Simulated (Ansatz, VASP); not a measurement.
One calculation of Sb, two programs

```xyz
1
Lattice="3.5108 0.0000 0.0000 0.6790 3.4445 0.0000 -2.0949 -1.7223 2.2296" Properties=species:S:1:pos:R:3 pbc="T T T"
Sb    0.0000    0.0000    0.0000
```

This isn't the form of Sb at room conditions, which is rhombohedral.

Alike in both runs: task single point; functional LDA; k mesh 6 × 6 × 6; occupations fermi-dirac, width 0.15 eV; no spin polarisation.

|  | VASP | Ansatz |
| --- | --- | --- |
| version | VASP 6.6.1 | Ansatz 0.2.0 |
| potentials or method | VASP PAW LDA potentials, release 64 (Sb) | plane waves, PAW |
| plane-wave cutoff (eV) | 520 | 558 |
| valence electrons in the cell | 5 | 15 |

Ansatz gave:

```
pressure (GPa)                                  : -2.5
largest component of the traceless stress (GPa) : 1.33
```

What did VASP give for the same quantities?

Pressure (GPa): -2.4; largest component of the traceless stress (GPa): 1.38.

The two sets of potentials don't hold the same shells in valence.

Caveats: the k mesh is coarse (spacing up to 0.47 Å⁻¹), so the values aren't converged. Spin-orbit coupling is left out, which matters for the levels of Sb.
